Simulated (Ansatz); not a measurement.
## All-electron equations of state of elemental crystals

All-electron LAPW (Ansatz 0.2.0), scalar-relativistic, no spin, Fermi–Dirac smearing 0.136 eV, k-meshes of 8 to 18 points an axis; Birch–Murnaghan fits to pressures. Some or most of these lattices are hypothetical for the element, and V0 is the minimum nearest the starting volume; lattices without a usable fit are left out; mesh and smearing are coarse, and magnetic elements are treated as non-magnetic.

| element | lattice | functional | V0 (Å³/atom) | B0 (GPa) | B′ | k-points per axis |
| --- | --- | --- | --- | --- | --- | --- |
| V | bcc | LDA | 12.57 | 206 | 3.7 | 16 |
| V | bcc | PBE | 13.50 | 179 | 3.9 | 15 |
| V | diamond | LDA | 16.66 | 78 | 3.8 | 9 |
| V | diamond | PBE | 18.90 | 60 | 3.9 | 9 |
| V | diamond | PBEsol | 17.65 | 69 | 3.7 | 9 |
| V | fcc | LDA | 13.00 | 199 | 3.8 | 15 |
| V | fcc | PBE | 13.94 | 173 | 3.9 | 15 |
| V | fcc | PBEsol | 13.42 | 187 | 3.8 | 15 |
| V | sc | LDA | 13.55 | 159 | 3.8 | 14 |
| V | sc | PBE | 14.69 | 135 | 3.9 | 13 |

Problem. Give V0 and B0 for bcc V in PBEsol.

Solution. 12.99 Å³/atom and 194.1 GPa.

Problem. Give V0 and B0 for sc V in PBEsol.

Solution. 14.08 Å³/atom and 146.8 GPa.
